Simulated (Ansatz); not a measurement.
# Nb (Fm-3m) in Ansatz: a series of runs

One crystal, Nb, is run at these levels: r2SCAN; tasks: single point, equation of state.

All numbers are computed with Ansatz 0.2.0; they aren't measurements. Logs are shortened: lines on timing, memory, paths and dates and some standing lists are left out, and cuts for length are marked.

**1. Starting point**

Symmetry: Fm-3m, No. 225, cubic system. Conventional cell: a = 4.230 Å, b = 4.230 Å, c = 4.230 Å, α = 90.00°, β = 90.00°, γ = 90.00°. Nb (site symmetry m-3m) is surrounded by 12 Nb at 2.99 Å.

This isn't the form of Nb at room conditions, which is bcc.

**2. Single point, r2SCAN, 17.79 Å³/atom (volume scaled by 0.94)**

The input, input.yaml:

```yaml
crystal:
  lattice:
    - [0.0, 2.0718246199, 2.0718246199]
    - [2.0718246199, 0.0, 2.0718246199]
    - [2.0718246199, 2.0718246199, 0.0]
  atoms:
    - { symbol: Nb, position: [0.0, 0.0, 0.0] }
hamiltonian:
  xc: r2scan
  pseudopotentials: { kind: paw }
kpoints:
  mp_grid: { grid: [11, 11, 11] }
scf:
  occupations: { method: fermi_dirac, width: 0.05 }
output:
  forces: true
  stress: true
  eigenvalues: true
```

Potentials or basis: Ansatz PAW.

Command:

```console
$ ansatz run input.yaml --threads 2 --pin off --max-ram 5632MiB --backend cpu --events-out ev --progress --plain --runs-dir out
```

What it wrote:

```text
Warning: RAYON_NUM_THREADS=2 ignored (pool sized by the plan → 2); use --threads N
Engine: ansatz 0.2.0, aarch64-unknown-linux-gnu
Pseudopotentials: kind: paw
Pseudopotential: Nb, paw, valence charge 13, recommended cutoff 500 eV (meta_gga), Nb.paw.azcp
Functional definition: r2SCAN
  parameter k0 = 0.174
  parameter k1 = 0.065
  parameter a1 = 4.9479
  exchange = r2scan_x(k0 = k0, k1 = k1, a1 = a1)
  correlation = r2scan_c
Crystal: 1 atoms, lattice volume = 17.786 Å³
Basis set: ecut = 500 eV, 459 PW (Γ), exchange–correlation on 96×96×96 points (64 copies of the dense FFT grid, shifted against one another)
Bands: 11, of which v1, the nominal top of the filled ones, is band 7 counted from 1 (6 counted from 0)
Symmetry: 48 space group operations
Space group: Fm-3m (ITA 225), of the structure as read, at distance tolerance 2.6e-5 Å
k-points: 56 of 1331
Non-local potential: Nb, projectors of the file, l = 0: 3, l = 1: 2, l = 2: 2, l = 3: 1
PAW form: soft (Blöchl's): semilocal exchange-correlation on the pseudo side does not see the compensation charge
PAW frozen core: Nb, regenerated for the run's functional (the file was generated under x = pbe(κ = 0.804, μ = 0.2195149727645171), c = pbe(β = 0.06672455060314922))
PAW one-centre angular grid: Nb, 590 points (default); XC on 160 Gauss nodes
Initial density: superposition of atomic densities (neutral atoms: chi_scale 0, normalization atom), corrected by the library's trained network
Initial wavefunctions: pseudopotential atomic-orbital guess
Functional: x = r2scan, c = r2scan; τ floored in thin density (d = 2e-4 eV/Å³)
SCF iter   1: F=—  HF=-4563.279149 eV  |F-HF|=—  |Δ(HF+E_count)|=         —  Δρ=8.64e-3  dr2=8.50e-3  dr2_τ=1.19e-2  ethr=1.77e-3  ⟨swp⟩=5.3  Hψ=3752  notcnv=0
preconditioner: auto → none  [metal: Δε(μ)=0.055 eV  Ē_g=7.945 eV  σ=0.050 eV  W_gap=0.25  n_scr=0 (ndim 8)  ℏωp=19.7 eV  f_vac=0.000  D(μ)=1.17/eV (n_scr^D=14)]
SCF iter   2: F=—  HF=-4563.280249 eV  |F-HF|=—  |Δ(HF+E_count)|=   1.10e-3  Δρ=3.41e-3  dr2=5.42e-4  dr2_τ=3.85e-4  ethr=6.54e-5  ⟨swp⟩=2.9  Hψ=1588  notcnv=0  defer=5
SCF iter   3: F=—  HF=-4563.280677 eV  |F-HF|=—  |Δ(HF+E_count)|=   4.28e-4  Δρ=1.28e-3  dr2=7.24e-5  dr2_τ=1.72e-5  ethr=4.17e-6  ⟨swp⟩=2.0  Hψ=764  notcnv=0  defer=5
SCF iter   4: F=—  HF=-4563.280767 eV  |F-HF|=—  |Δ(HF+E_count)|=   8.92e-5  Δρ=6.37e-5  dr2=3.15e-7  dr2_τ=4.18e-8  ethr=5.57e-7  ⟨swp⟩=2.9  Hψ=928  notcnv=0  defer=5
iter 5 did not close the SCF: its close was put off for the readings that it lacked (scf_convergence_deferred on its scf_iter line)
SCF iter   5: F=-4563.280767 eV  HF=-4563.280767 eV  |F-HF|=3.48e-9  |Δ(HF+E_count)|=   3.05e-7  Δρ=1.21e-5  dr2=1.35e-8  dr2_τ=1.03e-8  ethr=2.42e-9  ⟨swp⟩=2.0  Hψ=977  notcnv=0  defer=5
SCF iter   6: F=-4563.280767 eV  HF=-4563.280767 eV  |F-HF|=1.29e-10  |Δ(HF+E_count)|=  1.59e-10  Δρ=1.93e-6  dr2=3.18e-10  dr2_τ=4.99e-11  ethr=1.03e-10  ⟨swp⟩=2.0  Hψ=2023  notcnv=0
SCF 1 converged in 6 iterations: F = -4563.280767 eV  dr2 = 3.18e-10
SCF converged after 6 iterations
Free energy (F): -4563.280767 eV
Harris-Foulkes:  -4563.280767 eV  (|F-HF|=1.29e-10)
Internal energy: -4563.270896 eV  (E = F + TS)
E sigma→0 (E₀):  -4563.275831 eV
Entropy (-TS):   -0.009871 eV (-9.871 meV/atom)
Fermi energy:    18.440535 eV
--- Per-component energies (eV) ---
  E_band       = -74.569639
  E_kinetic    = 395.229491
  E_local      = -683.690190  (includes V_loc(G=0)·N_el)
  E_nonlocal   = 119.477577
  E_hartree    = 212.542372
  E_xc         = -170.015461
  E_vxc        = -237.237674  (∫ρ·V_xc dr)
  E_paw        = -3090.291404  (= ΣΔE_a)
  E_vpaw       = -108.351355  (= ΣTr[D̂ρ^β])
  E_aug_tail   = 0.000005  (compensation charges beyond the density's cutoff)
  E_vtau       = 14.917357  (kinetic-family band-sum trace: ∫τ·v_τ [+ j·A + Jᵃ·Aᵃ] dr)
  E_ewald      = -1346.330855
  E_core_change = -0.192431  (= ΣΔE_core)
  E_smearing   = -0.009871  (= −TS)
  E_closure    = 0.000000  (closes the sum)
  Σ components = -4563.280767   (vs F -4563.280767, Δ=0.00e0)
--- Forces (eV/Å), atoms counted from 1 ---
  atom   1  Nb    -0.00000000     0.00000000     0.00000000
  max |Σ_I F_I| component: 5.55e-32 eV/Å
--- Stress (GPa, compression-positive) ---
        8.406259      -0.000000       0.000000
       -0.000000       8.406259      -0.000000
        0.000000      -0.000000       8.406259
  P = ⅓ Tr σ = 8.4063 GPa (84.063 kbar)
--- Band table (eV; the first three rows and the last of 56) ---
  k-point 0: bands = ["-38.1339", "-12.6561", "-12.6561", "-12.6561", "11.7220", "18.5193", "18.5193", "18.5193", "21.5411", "21.5411", "30.5996"]
  k-point 1: bands = ["-38.1134", "-12.7839", "-12.6715", "-12.6715", "12.0604", "18.2481", "18.6709", "18.6709", "21.4025", "21.4025", "31.2814"]
  k-point 2: bands = ["-38.0578", "-13.1182", "-12.7125", "-12.7125", "12.9404", "17.7366", "18.9462", "18.9462", "21.2701", "21.2701", "32.2456"]
  k-point 55: bands = ["-37.7846", "-13.6782", "-13.5977", "-13.1748", "15.4480", "16.6820", "17.5704", "20.6884", "23.9743", "28.8981", "29.4975"]
```

Run time: 1.8 s. Hardware: 2 threads of Arm Neoverse N1, shared host; peak memory 0.32 GiB.

Results:

| Property | Result |
| --- | --- |
| Free energy | -4563.2808 eV |
| Pressure | 8.4 GPa |
| Band gap on the k mesh | none (metal or under the smearing width) |

Caveat: the PAW data sets come from PBE, with cores solved anew for the run's functional, which leaves a small shift of forces and pressure.

**3. Single point, r2SCAN, 18.16 Å³/atom (volume scaled by 0.96)**

Edit input.yaml of step 2 so:

```diff
@@ -2,5 +2,5 @@
   lattice:
-    - [0.0, 2.0718246199, 2.0718246199]
-    - [2.0718246199, 0.0, 2.0718246199]
-    - [2.0718246199, 2.0718246199, 0.0]
+    - [0.0, 2.0864154149, 2.0864154149]
+    - [2.0864154149, 0.0, 2.0864154149]
+    - [2.0864154149, 2.0864154149, 0.0]
   atoms:
```

Potentials or basis: Ansatz PAW.

Command:

```console
$ ansatz run input.yaml --threads 2 --pin off --max-ram 5632MiB --backend cpu --events-out ev --progress --plain --runs-dir out
```

It took 1.8 s on 2 threads of Arm Neoverse N1, shared host; peak memory 0.32 GiB.

It converged, with:

- Free energy: -4563.2958 eV
- Pressure: 4.4 GPa
- Band gap on the k mesh: none (metal or under the smearing width)

Caveat: the PAW data sets come from PBE, with cores solved anew for the run's functional, which leaves a small shift of forces and pressure.

**4. Single point, r2SCAN, 18.54 Å³/atom (volume scaled by 0.98)**

Edit input.yaml of step 3 so:

```diff
@@ -2,5 +2,5 @@
   lattice:
-    - [0.0, 2.0864154149, 2.0864154149]
-    - [2.0864154149, 0.0, 2.0864154149]
-    - [2.0864154149, 2.0864154149, 0.0]
+    - [0.0, 2.1008049414, 2.1008049414]
+    - [2.1008049414, 0.0, 2.1008049414]
+    - [2.1008049414, 2.1008049414, 0.0]
   atoms:
```

Command:

```console
$ ansatz run input.yaml --threads 2 --pin off --max-ram 5632MiB --backend cpu --events-out ev --progress --plain --runs-dir out
```

Run time: 1.8 s. Hardware: 2 threads of Arm Neoverse N1, shared host; peak memory 0.32 GiB.

It converged, with:

| Quantity | Value |
| --- | --- |
| Free energy | -4563.3018 eV |
| Pressure | 0.8 GPa |
| Band gap on the k mesh | none (metal or under the smearing width) |

Caveat: the PAW data sets come from PBE, with cores solved anew for the run's functional, which leaves a small shift of forces and pressure.

**5. Single point, r2SCAN, 18.92 Å³/atom**

The input, input.yaml:

```yaml
crystal:
  lattice:
    - [0.0, 2.115, 2.115]
    - [2.115, 0.0, 2.115]
    - [2.115, 2.115, 0.0]
  atoms:
    - { symbol: Nb, position: [0.0, 0.0, 0.0] }
hamiltonian:
  xc: r2scan
  pseudopotentials: { kind: paw }
kpoints:
  mp_grid: { grid: [11, 11, 11] }
scf:
  occupations: { method: fermi_dirac, width: 0.05 }
output:
  forces: true
  stress: true
  eigenvalues: true
  write_density: true
  write_potential: true
  elf: true
  volumetric_format: npy
```

Command:

```console
$ ansatz run input.yaml --threads 2 --pin off --max-ram 5632MiB --backend cpu --events-out ev --progress --plain --runs-dir out
```

It took 2.3 s on 2 threads of Arm Neoverse N1, shared host; peak memory 0.33 GiB.

Results (log left out):

```
Free energy            : -4563.2998 eV
Pressure               : -2.4 GPa
Band gap on the k mesh : none (metal or under the smearing width)
```

Caveat: the PAW data sets come from PBE, with cores solved anew for the run's functional, which leaves a small shift of forces and pressure.

**6. Single point, r2SCAN, 19.30 Å³/atom (volume scaled by 1.02)**

The input, input.yaml:

```yaml
crystal:
  lattice:
    - [0.0, 2.1290070307, 2.1290070307]
    - [2.1290070307, 0.0, 2.1290070307]
    - [2.1290070307, 2.1290070307, 0.0]
  atoms:
    - { symbol: Nb, position: [0.0, 0.0, 0.0] }
hamiltonian:
  xc: r2scan
  pseudopotentials: { kind: paw }
kpoints:
  mp_grid: { grid: [11, 11, 11] }
scf:
  occupations: { method: fermi_dirac, width: 0.05 }
output:
  forces: true
  stress: true
  eigenvalues: true
```

Potentials or basis: Ansatz PAW.

Command:

```console
$ ansatz run input.yaml --threads 2 --pin off --max-ram 5632MiB --backend cpu --events-out ev --progress --plain --runs-dir out
```

It took 1.8 s on 2 threads of Arm Neoverse N1, shared host; peak memory 0.32 GiB.

It converged, with:

```yaml
Free_energy: -4563.2905 eV
Pressure: -5.4 GPa
Band_gap_on_the_k_mesh: none (metal or under the smearing width)
```

Caveat: the PAW data sets come from PBE, with cores solved anew for the run's functional, which leaves a small shift of forces and pressure.

**7. Single point, r2SCAN, 19.68 Å³/atom (volume scaled by 1.04)**

The input, input.yaml:

```yaml
crystal:
  lattice:
    - [0.0, 2.1428321391, 2.1428321391]
    - [2.1428321391, 0.0, 2.1428321391]
    - [2.1428321391, 2.1428321391, 0.0]
  atoms:
    - { symbol: Nb, position: [0.0, 0.0, 0.0] }
hamiltonian:
  xc: r2scan
  pseudopotentials: { kind: paw }
kpoints:
  mp_grid: { grid: [11, 11, 11] }
scf:
  occupations: { method: fermi_dirac, width: 0.05 }
output:
  forces: true
  stress: true
  eigenvalues: true
  write_density: true
  write_potential: true
  elf: true
  volumetric_format: npy
```

Command:

```console
$ ansatz run input.yaml --threads 2 --pin off --max-ram 5632MiB --backend cpu --events-out ev --progress --plain --runs-dir out
```

Run time: 2.2 s. Hardware: 2 threads of Arm Neoverse N1, shared host; peak memory 0.33 GiB.

Results (log left out):

| Quantity | Value |
| --- | --- |
| Free energy | -4563.2746 eV |
| Pressure | -8.0 GPa |
| Band gap on the k mesh | none (metal or under the smearing width) |

Caveat: the PAW data sets come from PBE, with cores solved anew for the run's functional, which leaves a small shift of forces and pressure.

**8. Single point, r2SCAN, 20.06 Å³/atom (volume scaled by 1.06)**

The input, input.yaml:

```yaml
crystal:
  lattice:
    - [0.0, 2.1564811194, 2.1564811194]
    - [2.1564811194, 0.0, 2.1564811194]
    - [2.1564811194, 2.1564811194, 0.0]
  atoms:
    - { symbol: Nb, position: [0.0, 0.0, 0.0] }
hamiltonian:
  xc: r2scan
  pseudopotentials: { kind: paw }
kpoints:
  mp_grid: { grid: [11, 11, 11] }
scf:
  occupations: { method: fermi_dirac, width: 0.05 }
output:
  forces: true
  stress: true
  eigenvalues: true
```

Command:

```console
$ ansatz run input.yaml --threads 2 --pin off --max-ram 5632MiB --backend cpu --events-out ev --progress --plain --runs-dir out
```

Wall time 1.8 s (2 threads of Arm Neoverse N1, shared host); peak memory 0.32 GiB.

Results (log left out):

```yaml
Free_energy: -4563.2527 eV
Pressure: -10.5 GPa
Band_gap_on_the_k_mesh: none (metal or under the smearing width)
```

Caveat: the PAW data sets come from PBE, with cores solved anew for the run's functional, which leaves a small shift of forces and pressure.

**9. Equation of state, r2SCAN**

Potentials or basis: Ansatz PAW.

This step only gathers the single runs of the series.

What came out:

```
Equilibrium volume                      : 18.63 Å³/atom
Bulk modulus                            : 164 GPa
Pressure derivative of the bulk modulus : 4.0
```

Energy against volume, from the lowest point:
```tsv
volume (Å³/atom)	energy (meV/atom)
17.786	21.04
18.165	6.02
18.543	0.00
18.922	2.04
19.300	11.33
19.679	27.21
20.057	49.14
```

Caveat: the PAW data sets were made with another functional, which shifts forces and pressure a little.
